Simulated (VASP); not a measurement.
# NbN (Fm-3m) in VASP: a series of runs

One crystal, NbN, is run at these levels: r2SCAN; tasks: relaxation of cell and atoms, electrostatic potential.

All numbers are computed with VASP 6.6.1; they aren't measurements. Logs are shortened: lines on timing, memory, paths and dates and some standing lists are left out, and cuts for length are marked.

## Step 1: The structure

Symmetry: Fm-3m, No. 225, cubic system. Conventional cell: a = 4.390 Å, b = 4.390 Å, c = 4.390 Å, α = 90.00°, β = 90.00°, γ = 90.00°. Nb (site symmetry m-3m) is surrounded by 6 N at 2.19 Å. N (site symmetry m-3m) is surrounded by 6 Nb at 2.19 Å.

The cell was built by a generator and needn't be a form met in nature.

## Step 2: Relaxation of cell and atoms, r2SCAN

INCAR reads:

```
  PREC = Accurate
  ENCUT = 600
  EDIFF = 1E-6
  ISMEAR = 1
  SIGMA = 0.1
  LREAL = False
  LASPH = True
  NELM = 120
  ALGO = Normal
  ISIF = 3
  LWAVE = False
  LCHARG = False
  METAGGA = R2SCAN
  LMIXTAU = True
  IBRION = 2
  NSW = 60
  EDIFFG = -0.005
```

KPOINTS reads:

```
Automatic mesh
0
Gamma
  16 16 16
```

POSCAR reads:

```
NbN
1.0
    0.0000000000      2.1950000000      2.1950000000
    2.1950000000      0.0000000000      2.1950000000
    2.1950000000      2.1950000000      0.0000000000
Nb N
1 1
Direct
    0.0000000000      0.0000000000      0.0000000000
    0.5000000000      0.5000000000      0.5000000000
```

Potentials or basis: VASP PAW PBE potentials, release 64 (Nb_sv, N).

The run is started by

```
$ cat potpaw_PBE.64/Nb_sv/POTCAR potpaw_PBE.64/N/POTCAR > POTCAR
$ mpirun -np 1 vasp_std > vasp.out
```

OUTCAR:

```text
PREC = Accurate
   ENCUT = 600
   EDIFF = 1E-6
   ISMEAR = 1
   LREAL = False
   LASPH = True
   NELM = 120
   ISIF = 3
   METAGGA = R2SCAN
   IBRION = 2
   NSW = 60
   EDIFFG = -0.005

 ion  position               nearest neighbor table
   1  0.000  0.000  0.000-   2 2.19   2 2.19   2 2.19   2 2.19   2 2.19   2 2.19
   2  0.500  0.500  0.500-   1 2.19   1 2.19   1 2.19   1 2.19   1 2.19   1 2.19

  LATTYP: Found a face centered cubic cell.
 ALAT       =     4.3900000000

  Lattice vectors:

 A1 = (   0.0000000000,   2.1950000000,   2.1950000000)
 A2 = (   2.1950000000,   0.0000000000,   2.1950000000)
 A3 = (   2.1950000000,   2.1950000000,   0.0000000000)

Analysis of symmetry for initial positions (statically):
=====================================================================
 Subroutine PRICEL returns:
 Original cell was already a primitive cell.

 Routine SETGRP: Setting up the symmetry group for a
 face centered cubic supercell.

 Subroutine GETGRP returns: Found 48 space group operations
 (whereof 48 operations were pure point group operations)
 out of a pool of 48 trial point group operations.

The static configuration has the point symmetry O_h .

Analysis of symmetry for dynamics (positions and initial velocities):
=====================================================================
 Subroutine PRICEL returns:
 Original cell was already a primitive cell.

 Routine SETGRP: Setting up the symmetry group for a
 face centered cubic supercell.

 Subroutine GETGRP returns: Found 48 space group operations
 (whereof 48 operations were pure point group operations)
 out of a pool of 48 trial point group operations.

The dynamic configuration has the point symmetry O_h .

 Subroutine INISYM returns: Found 48 space group operations
 (whereof 48 operations are pure point group operations),
 and found     1 'primitive' translations

----------------------------------------------------------------------------------------

                                     Primitive cell

  volume of cell :      21.1511

  direct lattice vectors                    reciprocal lattice vectors
     0.000000000  2.195000000  2.195000000    -0.227790433  0.227790433  0.227790433
     2.195000000  0.000000000  2.195000000     0.227790433 -0.227790433  0.227790433
     2.195000000  2.195000000  0.000000000     0.227790433  0.227790433 -0.227790433

  length of vectors
     3.104198769  3.104198769  3.104198769     0.394544603  0.394544603  0.394544603

  position of ions in fractional coordinates (direct lattice)
     0.000000000  0.000000000  0.000000000
     0.500000000  0.500000000  0.500000000

  ion indices of the primitive-cell ions
   primitive index   ion index
                 1           1
                 2           2

----------------------------------------------------------------------------------------

 KPOINTS: Automatic mesh

Automatic generation of k-mesh.
 Grid dimensions read from file:
 generate k-points for:   16   16   16

 Generating k-lattice:

  Cartesian coordinates                     Fractional coordinates (reciprocal lattice)
    -0.014236902  0.014236902  0.014236902     0.062500000  0.000000000  0.000000000
     0.014236902 -0.014236902  0.014236902     0.000000000  0.062500000  0.000000000
     0.014236902  0.014236902 -0.014236902     0.000000000  0.000000000  0.062500000

  Length of vectors
     0.024659038  0.024659038  0.024659038

  Shift w.r.t. Gamma in fractional coordinates (k-lattice)
     0.000000000  0.000000000  0.000000000

 Subroutine IBZKPT returns following result:
 ===========================================

 Found    145 irreducible k-points:

 Following reciprocal coordinates:
            Coordinates               Weight
  0.000000  0.000000  0.000000      1.000000
  0.062500  0.000000  0.000000      8.000000
  0.125000  0.000000  0.000000      8.000000
  0.187500  0.000000  0.000000      8.000000
  0.250000  0.000000  0.000000      8.000000
  0.312500  0.000000  0.000000      8.000000
[... 16 lines left out ...]
 -0.125000  0.062500  0.000000     24.000000
 -0.062500  0.062500  0.000000     12.000000
 [... further k-points ...]
   k-points           NKPTS =    145   k-points in BZ     NKDIM =    145   number of bands    NBANDS=     13
   number of dos      NEDOS =    301   number of ions     NIONS =      2
   total plane-waves  NPLWV =  21952
   dimension x,y,z NGX =    28 NGY =   28 NGZ =   28
   dimension x,y,z NGXF=    56 NGYF=   56 NGZF=   56
   ions per type =               1   1
   NGX,Y,Z   is equivalent  to a cutoff of  15.00, 15.00, 15.00 a.u.
   NGXF,Y,Z  is equivalent  to a cutoff of  29.99, 29.99, 29.99 a.u.
 SYSTEM =  unknown system
   PREC   = accura    normal or accurate (medium, high low for compatibility)
   ISTART =      0    job   : 0-new  1-cont  2-samecut
   ICHARG =      2    charge: 1-file 2-atom 10-const
   ISPIN  =      1    spin polarized calculation?
   LNONCOLLINEAR =      F non collinear calculations
   LSORBIT =      F    spin-orbit coupling
   LASPH  =      T    aspherical Exc in radial PAW
   ENCUT  =  600.0 eV  44.10 Ry    6.64 a.u.   6.20  6.20  6.20*2*pi/ulx,y,z
   NELM   =    120;   NELMIN=  2; NELMDL= -5     # of ELM steps
   EDIFF  = 0.1E-05   stopping-criterion for ELM
   LREAL  =      F    real-space projection
   EDIFFG = -.5E-02   stopping-criterion for IOM
   NSW    =     60    number of steps for IOM
   IBRION =      2    ionic relax: 0-MD 1-quasi-New 2-CG
   NFREE  =      1    steps in history (QN), initial steepest desc. (CG)
   ISIF   =      3    stress and relaxation
   ISYM   =      2    0-nonsym 1-usesym 2-fastsym
   POTIM  = 0.5000    time-step for ionic-motion
   TEBEG  =    0.0;   TEEND  =   0.0 temperature during run
   PSTRESS=    0.0 pullay stress
   NELECT =      18.0000    total number of electrons
   NUPDOWN=      -1.0000    fix difference up-down
   EMIN   =  10.00;   EMAX   =-10.00  energy-range for DOS
   EFERMI =   0.00;   METHOD = LEGACY
   ISMEAR =     1;   SIGMA  =   0.10  broadening in eV -4-tet -1-fermi 0-gaus
   EFERMI_NEDOS =   21; number of points for ismear=-14 and -15
   IALGO  =     38    algorithm
   IMIX   =      4    mixing-type and parameters
     AMIX     =   0.40;   BMIX     =  1.00
     AMIX_MAG =   1.60;   BMIX_MAG =  1.00
  volume/ion in A,a.u.               =      10.58        71.37
  Fermi-wavevector in a.u.,A,eV,Ry     =   1.551391  2.931703 32.746674  2.406813
  Thomas-Fermi vector in A             =   2.655917
   LORBIT       =      0    0 simple, 1 ext, 2 COOP (PROOUT), +10 PAW based schemes
   METAGGA = R2SCAN    functional components
   LHFCALC =     F    Hartree Fock is set to
   AEXX    =    0.0000 exact exchange contribution
   IVDW    =     0    specifies the selected vdW correction
   LEPSILON=     F    determine dielectric tensor
   LRPA    =     F    only Hartree local field effects (RPA)
 conjugate gradient relaxation of ions
 non-spin polarized calculation
 Methfessel and Paxton  Order N= 1 SIGMA  =   0.10
  energy-cutoff  :      600.00
  volume of cell :       21.15
 maximum number of plane-waves:       725
 NGX is ok and might be reduce to    28
   NGX = 13   NGY = 13   NGZ = 13

--------------------------------------- Ionic step        1  -------------------------------------------

 number of electron      17.9999999 magnetization

 Free energy of the ion-electron system (eV)
  ---------------------------------------------------
  ext. energy  EPLUGINS =         0.00000000
  ---------------------------------------------------
  free energy    TOTEN  =       -36.24640210 eV

  energy without entropy =      -36.24560831  energy(sigma->0) =      -36.24613750

------------------------ aborting loop because EDIFF is reached ----------------------------------------

  FORCE on cell =-STRESS in cart. coord.  units (eV):
  Direction    XX          YY          ZZ          XY          YZ          ZX
  --------------------------------------------------------------------------------------
  -------------------------------------------------------------------------------------
  Total        0.6426683      0.6426683      0.6426683      0.0000000     -0.0000000      0.0000000
  in kB       48.6814958     48.6814958     48.6814958      0.0000000     -0.0000000      0.0000000
  external PRESSURE =      48.6814958 kB  Pullay stress =       0.0000000 kB
[... 57 lines left out ...]
  energy  without entropy=      -36.2292388355  energy(sigma->0) =      -36.22975922

--------------------------------------- Ionic step        3  -------------------------------------------

 number of electron      18.0000000 magnetization

 Free energy of the ion-electron system (eV)
  ---------------------------------------------------
  ext. energy  EPLUGINS =         0.00000000
  ---------------------------------------------------
  free energy    TOTEN  =       -36.25104578 eV

  energy without entropy =      -36.25026086  energy(sigma->0) =      -36.25078414

 E-fermi :  13.9485     XC(G=0): -14.2506

 val. band max:       13.9355869971   @ k =  -0.3125   0.3125   0.1250
 cond. band min:      13.9602905741   @ k =  -0.1250   0.1875   0.0625
 fundamental gap:      0.0247035770
 Fermi energy:        13.9485312613

 k-point     1 :       0.0000    0.0000    0.0000
  band No.  band energies     occupation
      1     -44.4283      2.00000
      2     -19.3694      2.00000
      3     -19.3694      2.00000
      4     -19.3694      2.00000
      5      -4.7230      2.00000
      6      10.3255      2.00000
      7      10.3255      2.00000
      8      10.3255      2.00000
      9      11.8963      2.00000
     10      11.8963      2.00000
     11      11.8963      2.00000
     12      13.8677      1.98415
     13      13.8677      1.98415
[... 353 lines left out ...]
 k-point    24 :      -0.0625    0.0625    0.0000
  band No.  band energies     occupation
      1     -44.4149      2.00000
      2     -19.4737      2.00000
      3     -19.3955      2.00000
      4     -19.3708      2.00000
      5      -4.5022      2.00000
      6       9.2101      2.00000
      7       9.4075      2.00000
      8       9.7924      2.00000
      9      12.0530      2.00000
     10      12.3181      2.00000
     11      12.5697      2.00000
     12      14.3620     -0.00000
     13      15.1558     -0.00000

 [... further k-points ...]
[... 5 lines left out ...]
  --------------------------------------------------------------------------------------
  -------------------------------------------------------------------------------------
  Total       -0.0049855     -0.0049855     -0.0049855      0.0000000     -0.0000000      0.0000000
  in kB       -0.3721251     -0.3721251     -0.3721251      0.0000000     -0.0000000      0.0000000
  external PRESSURE =      -0.3721251 kB  Pullay stress =       0.0000000 kB
[... 17 lines left out ...]
  FREE ENERGIE OF THE ION-ELECTRON SYSTEM (eV)
  ---------------------------------------------------
  free  energy   TOTEN  =       -36.2510457803 eV

  energy  without entropy=      -36.2502608594  energy(sigma->0) =      -36.25078414

 reached required accuracy - stopping structural energy minimisation
```

It took 5.3 min on 1 thread of Intel Xeon 6975P-C (Granite Rapids), shared host; peak memory 0.21 GiB.

What came out:

* Free energy: -36.2510 eV
* Relaxed volume: 10.73 Å³/atom
* Relaxed cell: a = 3.119 Å, b = 3.119 Å, c = 3.119 Å, α = 60.00°, β = 60.00°, γ = 60.00°
* Space group after relaxing (to 0.05 Å): Fm-3m (No. 225)
* Energy gained by relaxing: 2.3 meV/atom
* Ionic steps: 3
* Pressure after relaxing: 0.0 GPa

The path:
```tsv
step	energy change (eV)	largest force (eV/Å)	pressure (GPa)	volume (Å³)
1	0.0000	0.0000	4.87	21.15
2	0.0164	0.0000	-9.51	22.15
3	-0.0046	0.0000	-0.04	21.47
```

Final structure:
```cif
data_structure
_symmetry_space_group_name_H-M 'P 1'
_symmetry_Int_Tables_number 1
_cell_length_a 3.1195
_cell_length_b 3.1195
_cell_length_c 3.1195
_cell_angle_alpha 60.000
_cell_angle_beta 60.000
_cell_angle_gamma 60.000
_cell_volume 21.47
loop_
_atom_site_label
_atom_site_type_symbol
_atom_site_fract_x
_atom_site_fract_y
_atom_site_fract_z
_atom_site_occupancy
Nb1 Nb 0.00000 0.00000 0.00000 1
N1 N 0.50000 0.50000 0.50000 1
```

Levels at points of the mesh, in eV from the Fermi level:
| k point | band 5 | band 6 | band 7 | band 8 | band 9 | band 10 | band 11 | band 12 | band 13 |
| --- | --- | --- | --- | --- | --- | --- | --- | --- | --- |
| (0.00, 0.00, 0.00) | -18.67 | -3.62 | -3.62 | -3.62 | -2.05 | -2.05 | -2.05 | -0.08 | -0.08 |
| (0.50, 0.00, 0.00) | -16.19 | -9.46 | -7.39 | -7.39 | 1.46 | 1.46 | 2.01 | 4.87 | 6.98 |
| (0.50, 0.50, 0.00) | -18.00 | -6.08 | -5.09 | -4.31 | -4.31 | 1.66 | 2.74 | 2.74 | 4.09 |

Caveat: the bands computed are all filled at some k points, so no gap is given; the PAW data sets were made with another functional, which shifts forces and pressure a little.

## Step 3: Electrostatic potential, r2SCAN

This run uses another cell than the first one, of 10.73 Å³/atom, 1.015 times its volume.

INCAR reads:

```
SYSTEM = NbN
ALGO = Normal
EDIFF = 1E-6
ENCUT = 520
ISIF = 2
ISMEAR = 1
LASPH = .TRUE.
LCHARG = .TRUE.
LMIXTAU = .TRUE.
LREAL = .FALSE.
LVHAR = .TRUE.
LWAVE = .FALSE.
METAGGA = R2SCAN
NELM = 80
PREC = Accurate
SIGMA = 0.1
```

KPOINTS reads:

```
k-points
0
G
  16 16 16
  0 0 0
```

POSCAR reads:

```
NbN                                     
1.0
    0.0000000000      2.2058043967      2.2058043967
    2.2058043967     -0.0000000000      2.2058043967
    2.2058043967      2.2058043967      0.0000000000
  Nb              N             
     1     1
Direct
     0.0000000000000000    0.0000000000000000    0.0000000000000000
     0.5000000000000000    0.5000000000000000    0.5000000000000000
```

Potentials or basis: VASP PAW PBE potentials, release 64 (Nb_sv, N).

The run is started by

```
$ cat potpaw_PBE.64/Nb_sv/POTCAR potpaw_PBE.64/N/POTCAR > POTCAR
$ mpirun -np 1 vasp_std > vasp.out
```

It took 54 s on 1 thread of Intel Xeon 6975P-C (Granite Rapids), shared host; peak memory 0.18 GiB.

It converged, with:

```yaml
Free_energy: -36.2522 eV
Pressure: -0.1 GPa
```

Levels at points of the mesh, in eV from the Fermi level:
```
           k point  band 7  band 8  band 9  band 10  band 11  band 12
(0.00, 0.00, 0.00)   -3.62   -3.62   -2.05    -2.05    -2.05    -0.08
(0.50, 0.00, 0.00)   -7.39   -7.39    1.46     1.46     2.01     4.87
(0.50, 0.50, 0.00)   -5.09   -4.31   -4.31     1.66     2.74     2.74
```

Caveat: the bands computed are all filled at some k points, so no gap is given; the PAW data sets were made with another functional, which shifts forces and pressure a little.
